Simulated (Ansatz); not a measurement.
# BaTe (P6_3/mmc, relaxed from a wurtzite start): other levels of theory at one geometry

How much do the gap and the pressure of BaTe (P6_3/mmc, relaxed from a wurtzite start) depend on the functional and spin–orbit coupling? This structure was made by substitution into a known type, so it needn't be the compound's stable form.

Program: Ansatz 0.2.0. Level of theory: DFT at several levels, plane waves, PAW. These are calculated values, not measurements.

1 further run of the same task is left out (it didn't finish). Runs told in other sessions of the task aren't counted.

### Step 1. The structure to begin with

It takes space group P6_3/mmc (No. 194, hexagonal). The conventional cell has a = 5.970 Å, b = 5.970 Å, c = 7.002 Å, α = 90.00°, β = 90.00°, γ = 120.00°. Ba (site symmetry -6m2) has 5 Te at 3.45 to 3.50 Å in its first shell of neighbours. Te (site symmetry -6m2) is surrounded by 5 Ba at 3.45 to 3.50 Å.

Coordinates:

```cif
data_structure
_symmetry_space_group_name_H-M 'P 1'
_symmetry_Int_Tables_number 1
_cell_length_a 5.9702
_cell_length_b 5.9702
_cell_length_c 7.0024
_cell_angle_alpha 90.000
_cell_angle_beta 90.000
_cell_angle_gamma 120.000
_cell_volume 216.15
loop_
_atom_site_label
_atom_site_type_symbol
_atom_site_fract_x
_atom_site_fract_y
_atom_site_fract_z
_atom_site_occupancy
Ba1 Ba 0.66667 0.33333 0.06259 1
Ba2 Ba 0.33333 0.66667 0.56259 1
Te1 Te 0.66667 0.33333 0.56261 1
Te2 Te 0.33333 0.66667 0.06261 1
```

This cell comes from an earlier session at PBE: 54.038 Å³/atom at 0.02 GPa, on a 8×8×4 mesh, mesh gap 2.00 eV.

Levels to run: PBE+SOC; r²SCAN; PBEsol; LDA; HSE06. Hardware: 2 threads of Arm Neoverse V2, shared host.

### Step 2. PBE+SOC

Contents of input.yaml:

```yaml
crystal:
  lattice:
    - [5.9702102791, 0.0, 0.0]
    - [-2.9851051396, 5.1703537676, 0.0]
    - [0.0, 0.0, 7.0024277399]
  atoms:
    - { symbol: Ba, position: [0.6666666667, 0.3333333333, 0.0625865676] }
    - { symbol: Ba, position: [0.3333333333, 0.6666666667, 0.5625865676] }
    - { symbol: Te, position: [0.6666666667, 0.3333333333, 0.5626134324] }
    - { symbol: Te, position: [0.3333333333, 0.6666666667, 0.0626134324] }
basis:
  ecutwfc: 420
  ecutrho_ratio: 4
kpoints:
  mp_grid: { grid: [8, 8, 4] }
hamiltonian:
  xc: pbe
scf:
  occupations: { method: gaussian, width: 0.05 }
output:
  forces: true
  stress: true
  eigenvalues: true
  populations: true
  dos: { projected: true, de: 0.02 }
  write_density: true
  write_potential: true
  elf: true
  volumetric_format: npy
magnetization:
  noncollinear: true
  spin_orbit: true
```

Command:

```
ansatz run input.yaml --threads 2 --pin off --max-ram 2662MiB --backend cpu --events-out ev --progress --plain --runs-dir out
```

Further steps of the session: r²SCAN; PBEsol; LDA; HSE06.

Q: Predict the outcome of this session. Wanted: for each run, gap less HSE06's; pressure.

The runs gave:

| level | mesh | gap on the mesh (eV) | gap less HSE06's (eV) | pressure (GPa) | time |
| --- | --- | --- | --- | --- | --- |
| PBE | 8×8×4 | 2.00 | -0.83 | 0.0 | 84 s* |
| LDA | 8×8×4 | 1.87 | -0.95 | -1.8 | 9.2 s |
| PBEsol | 8×8×4 | 1.93 | -0.89 | -1.1 | 9.3 s |
| PBE+SOC | 8×8×4 | 1.92 | -0.90 | 0.0 | 93 s* |
| r²SCAN | 8×8×4 | 2.35 | -0.48 | 0.0 | 23 s |
| HSE06 | 4×4×4 | 2.82 | 0 | -0.2 | 99 s |

Times are on 2 threads of Arm Neoverse V2, shared host. * Includes bands or densities of states.

The pressure runs from -1.8 GPa (LDA) to 0.0 GPa (PBE); a negative pressure means that level wants a smaller cell, a positive one a larger cell. The gap is widest with HSE06 (2.82 eV) and narrowest with LDA (1.87 eV). Spin–orbit coupling alone moves the gap by -0.08 eV. Taking HSE06 as the top rung, r²SCAN comes nearest in gap (-0.48 eV) at 46 s of CPU time against 3.2 min; the meshes differ, and the hybrid has no spin–orbit coupling. Total energies of different levels have different zeros and can't be compared.
